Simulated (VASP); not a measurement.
The system is GaAs.

```xyz
2
Lattice="0.0000 2.8268 2.8268 2.8268 0.0000 2.8268 2.8268 2.8268 0.0000" Properties=species:S:1:pos:R:3 pbc="T T T"
As    4.2403    4.2403    4.2403
Ga    0.0000    0.0000    0.0000
```

Base run:

```yaml
Program: VASP 6.6.1
Functional: BLYP
Potentials_or_basis: VASP PAW PBE potentials, release 64 (As, Ga_d)
Cutoff: 520 eV
k_mesh: 8 × 8 × 8
Occupations: fermi-dirac, width 0.05 eV
Spin: no spin polarisation
```

Its results: band gap on the k mesh 0.40 eV, direct.

Question: The run is repeated on the same cell with these changes: functional from BLYP to revPBE. What comes out?

Answer: Band gap on the k mesh 0.61 eV, direct.
